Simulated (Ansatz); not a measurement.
## SnO (P4/nmm), an elastic constant from a strain scan

These are results of DFT PBEsol, scalar-relativistic, plane waves, PAW in Ansatz, not measurements. The runs took a 420 eV cutoff, a Γ-centred 10×10×4 mesh and Gaussian smearing (0.15 eV). No spin polarisation. Energies are free energies at this smearing, counted from the undisturbed cell; pressure is positive in compression.

Zero of the scan (relaxed at this level):

```yaml
crystal:
  lattice:
    - [2.69103, -2.69103, 0.00000]
    - [2.69103, 2.69103, 0.00000]
    - [0.00000, 0.00000, 9.50277]
  atoms:
    - { symbol: Sn, position: [0.75001, 0.24999, 0.87123] }
    - { symbol: Sn, position: [0.24999, 0.75001, 0.12877] }
    - { symbol: Sn, position: [0.74999, 0.25001, 0.37123] }
    - { symbol: Sn, position: [0.25001, 0.74999, 0.62877] }
    - { symbol: O, position: [0.25000, 0.25000, 0.25000] }
    - { symbol: O, position: [0.75000, 0.75000, 0.75000] }
    - { symbol: O, position: [0.25000, 0.25000, 0.75000] }
    - { symbol: O, position: [0.75000, 0.75000, 0.25000] }
```

The cell is strained by ε times the Voigt pattern (0, 0, 0, 1, 0, 0) (xx, yy, zz, yz, xz, xy; engineering shear) with fractional coordinates fixed. The cell holds 8 atoms in V0 = 137.63 Å³. The stress column is τ = (1/V0) dE/dε, got from the stress tensor σ (compression positive) at each point as −det(1 + εP) σ : P(1 + εP)⁻¹, with P the pattern as a tensor.

```csv
ε,ΔE (meV/atom),τ (GPa)
-0.0175,0.880,-0.954
-0.0150,0.640,-0.818
-0.0100,0.266,-0.545
-0.0050,0.059,-0.273
0.0000,0.000,0.000
0.0050,0.059,0.273
0.0100,0.266,0.545
0.0150,0.640,0.818
0.0175,0.880,0.954
0.0200,?,?
```

Task: Which combination of elastic constants does this scan measure, and how large is it?

Result: For small ε, τ = τ0 + Kε with K = pᵀCp, which for this pattern is C44 in the Cartesian frame shown. The parabola through τ at ε = -0.0050, 0 and 0.0050 has slope K = 55 GPa at zero. The energies per cell, E = NΔE, of the wider pair ε = ±0.0175 give K = 2[E(ε₊)/ε₊ − E(ε₋)/ε₋]/[(ε₊ − ε₋)V0] = 54 GPa, in agreement. These are clamped-ion values.

Task: Predict the withheld row at ε = 0.0200 from the harmonic law, and compare.

Result: ΔE = V0(τ0 ε + Kε²/2)/N = 1.171 meV/atom and τ = 1.09 GPa. The calculation gives 1.156 meV/atom and 1.09 GPa, a miss of 1.3 % of the harmonic energy, so the harmonic law still holds here.

Forces appear on the atoms along this scan, and letting them relax would lower the energy and soften the response. No gap shows at this level, though a semilocal functional can close a small gap that the real compound has; without a gap these slopes depend on the k mesh and the smearing.

Cost: 6 runs of about 11 core-minutes in all, on Intel Xeon Processor @ 2.50GHz (Skylake/Cascade Lake) (shared hosts).